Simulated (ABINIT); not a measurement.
A run of ABINIT 10.8.3 (patched build) is set up as follows.

File run.abi:

```
# Pseudopotentials
pp_dirpath "./"
pseudos "As.LDA_PW-JTH.xml"

# Structure
acell 3*1.0 Angstrom
rprim
     4.5664000000     0.0000000000     0.0000000000
    -2.2832000000     3.9546200000     0.0000000000
     0.0000000000     0.0000000000     2.8337400000
ntypat 1
znucl 33
natom 2
typat 1 1
xred
     0.3333300000     0.6666700000     0.0000000000
     0.6666700000     0.3333300000     0.0000000000

# Plane-wave basis
ecut 15.0
pawecutdg 30.0

# k points
kptopt 1
ngkpt 5 5 7
nshiftk 1
shiftk 0.0 0.0 0.0

# Exchange and correlation
ixc 7

# Bands and occupations
nband 19
occopt 3
tsmear 0.00183747

# SCF cycle
nstep 100
tolvrs 1.0e-9

# Output
iomode 3
prtwf 0
prteig 0
prtebands 0
prtvol 2
prtden 1
prtvha 1
prtvclmb 1
prtpot 1
```

Potentials or basis: JTH PAW LDA v2.0.

Command:

```bash
$ abinit run.abi > log 2>&1
```

**Question.** Estimate the pressure.

**Answer.** -3.6 GPa.

**Question.** Predict the band gap on the k mesh.

**Answer.** None (metal or under the smearing width).

Stress tensor (GPa, compression positive):
```
-2.29  0.00  0.00
 0.00 -2.29  0.00
 0.00  0.00 -6.18
```
